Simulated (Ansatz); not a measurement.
ZnSe (Stilleite):

```
Se Zn
1.0
     0.00000    2.83380    2.83380
     2.83380    0.00000    2.83380
     2.83380    2.83380    0.00000
Se Zn
1 1
Direct
  0.75000 0.75000 0.75000
  0.00000 0.00000 0.00000
```

Program: Ansatz 0.2.0. Alike in all runs: task band structure; potentials or basis Ansatz PAW; cell as given; smearing fermi-dirac 0.05 eV.

Order these runs on this cell by their band gap on the k mesh, lowest first.
A. level PBEsol; spin off; k mesh 8 × 8 × 8; cutoff (eV) 420
B. level LDA; spin SOC, no magnetisation; k mesh 6 × 6 × 6; cutoff (eV) 420
C. level revPBE; spin off; k mesh 8 × 8 × 8; cutoff (eV) 420
D. level r2SCAN; spin SOC, no magnetisation; k mesh 6 × 6 × 6; cutoff (eV) 500

B (0.90 eV), A (1.17 eV), C (1.41 eV), D (1.74 eV).

Runs at the PBE level aren't shown here.
